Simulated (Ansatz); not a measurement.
# Be (diamond type): how the settings move a single-point run

Aim: see which settings change the result for Be (diamond type), by how much, and at what cost.

Computed with Ansatz 0.2.0 (reference: DFT, PBE, all-electron PAW with datasets made for the crystal, scalar-relativistic, unless a step's input says otherwise).

### Step 1. The starting structure

The structure is cubic, space group Fd-3m (No. 227). Conventional cell: a = 4.961 Å, b = 4.961 Å, c = 4.961 Å, α = 90.00°, β = 90.00°, γ = 90.00°. Around Be (site symmetry -43m) lie 4 Be at 2.15 Å.

Coordinates:

```cif
data_structure
_symmetry_space_group_name_H-M 'Fd-3m:1'
_symmetry_Int_Tables_number 227
_cell_length_a 4.9614
_cell_length_b 4.9614
_cell_length_c 4.9614
_cell_angle_alpha 90.000
_cell_angle_beta 90.000
_cell_angle_gamma 90.000
_cell_volume 122.12
loop_
_atom_site_label
_atom_site_type_symbol
_atom_site_symmetry_multiplicity
_atom_site_Wyckoff_symbol
_atom_site_fract_x
_atom_site_fract_y
_atom_site_fract_z
_atom_site_occupancy
Be1 Be 8 b 0.00000 0.00000 0.50000 1
```

### Step 2. Reference

File input.yaml:

```yaml
crystal:
  lattice:
    - [0.0, 2.4806809303, 2.4806809303]
    - [2.4806809303, 0.0, 2.4806809303]
    - [2.4806809303, 2.4806809303, 0.0]
  atoms:
    - { symbol: Be, position: [0.0, 0.0, 0.0] }
    - { symbol: Be, position: [0.25, 0.25, 0.25] }
kpoints:
  mp_grid: { grid: [13, 13, 13] }
scf:
  occupations: { method: fermi_dirac, width: 0.08 }
hamiltonian:
  xc: pbe
  pseudopotentials: { kind: all_electron, datasets: crystal }
output:
  forces: true
  stress: true
  eigenvalues: true
  efg: { contact_densities: true }
```

Command:

```sh
> ansatz run input.yaml --threads 1 --pin off --max-ram 2048MiB --backend cpu --events-out ev --progress --plain --runs-dir out
```

### Step 3. Changing settings: mp_grid.grid [20, 20, 20]

input.yaml, as its differences from that of step 2:

```diff
@@ -9,3 +9,3 @@
 kpoints:
-  mp_grid: { grid: [13, 13, 13] }
+  mp_grid: { grid: [20, 20, 20] }
 scf:
```

What does the calculation give? Wanted: for each run, ending; energy change; pressure; gap; force.

As calculated:

| run | ending | energy change | pressure (GPa) | gap (eV) | force (eV/Å) | cycles | time |
| --- | --- | --- | --- | --- | --- | --- | --- |
| reference | converged | 0 | -1.6 | 0.00 | 0.00 | 5 | 3.2 s |
| 1: mp_grid.grid [20, 20, 20] | converged | +0.9 meV/atom | -1.6 | 0.00 | 0.00 | 5 | 8.8 s |

Residual by cycle in the longest SCF loop of each run; runs are numbered as in the table. The quantity is the density residual dr2, in eV.

```csv
cycle,reference,run 1
1,0.0544,0.0547
2,0.0107,0.0108
3,3.0e-5,3.1e-5
4,1.6e-6,1.7e-6
5,2.4e-9,2.5e-9
```

**Reading.** Changing the k-point mesh moves the energy by +0.9 meV/atom. The energy is not variational in the mesh, so the sign tells nothing. Cost: 8.8 s against 3.2 s.
